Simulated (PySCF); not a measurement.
**Frontier orbitals and the lowest excitations**

Methylenecyclopropane, C4H6.
Structure used (PBE0-D3(BJ)/def2-TZVP), in Å, numbered top down from 1:
```xyz
10
C4H6 angstrom
C      1.1681   -0.5869   -1.0539
C      0.2554   -0.1278   -0.2269
C     -0.8855   -0.4008    0.6394
C     -0.3305    1.0119    0.4680
H      1.8957    0.0752   -1.5108
H      1.2212   -1.6406   -1.3051
H     -0.7098   -0.8996    1.5868
H     -1.8446   -0.6250    0.1838
H     -0.9242    1.7190   -0.1021
H      0.2083    1.4513    1.3016
```

The calculation used PySCF, TDDFT CAM-B3LYP/aug-cc-pVTZ, vertical, gas phase, core orbitals frozen in the response. Geometry: PBE0-D3(BJ)/def2-TZVP; no solvent, vibrations or thermal averaging.

Kohn–Sham orbitals with the atoms that hold most of them (Löwdin shares over 4%, at most four atoms; ? is withheld):

| orbital | ε (eV) | atoms |
| --- | --- | --- |
| LUMO+2 | 0.65 | H6 32%, H5 31%, C1 7%, C3 6% |
| LUMO+1 | 0.55 | C1 16%, C4 15%, C3 15%, C2 12% |
| LUMO | 0.34 | H9 18%, H8 18%, H10 18%, H7 17% |
| HOMO | -8.77 | ? |
| HOMO-1 | -9.71 | ? |
| HOMO-2 | -10.25 | C4 31%, C3 31%, C2 14%, C1 5% |
| HOMO-3 | -11.91 | C4 29%, C3 29%, H9 9%, H10 9% |

Q: Give the leading atoms of the HOMO-1.

A: C2 (bonded to 3 C) 26%; C3 (bonded to 2 C and 2 H) 19%; C4 (bonded to 2 C and 2 H) 19%; C1 (bonded to C and 2 H) 14%.

Q: Give the leading atoms of the HOMO.

A: C1 (bonded to C and 2 H) 38%; C2 (bonded to 3 C) 33%; C4 (bonded to 2 C and 2 H) 7%; C3 (bonded to 2 C and 2 H) 7%.

Q: How does S1 compare with the orbital gap of 9.11 eV?

A: S1 is at 6.63 eV (f = 0.0000), 2.48 eV below the gap, made of HOMO-1→LUMO+1 (54%), HOMO-1→LUMO+6 (39%). Its leading pair isn't HOMO and LUMO; the energies of that pair differ by 10.26 eV. Without the coupling terms of the response equations the lowest excitation would equal the gap.

Q: One configuration dominates each of S2, S3 and S7. Which, and how do the shares of the two leading atoms of either orbital change from the occupied to the empty one?

A: 
- S2 (6.64 eV, f 0.019), HOMO→LUMO (79%): C1 38% → at most 18%, C2 33% → at most 18%, H9 at most 7% → 18%, H8 at most 7% → 18%
- S3 (6.82 eV, f 0.296), HOMO→LUMO+1 (86%): C1 38% → 16%, C2 33% → 12%, C4 7% → 15%
- S7 (7.55 eV, f 0.018), HOMO-1→LUMO (89%): C2 26% → at most 18%, C3 19% → at most 18%, H9 at most 15% → 18%, H8 at most 15% → 18%
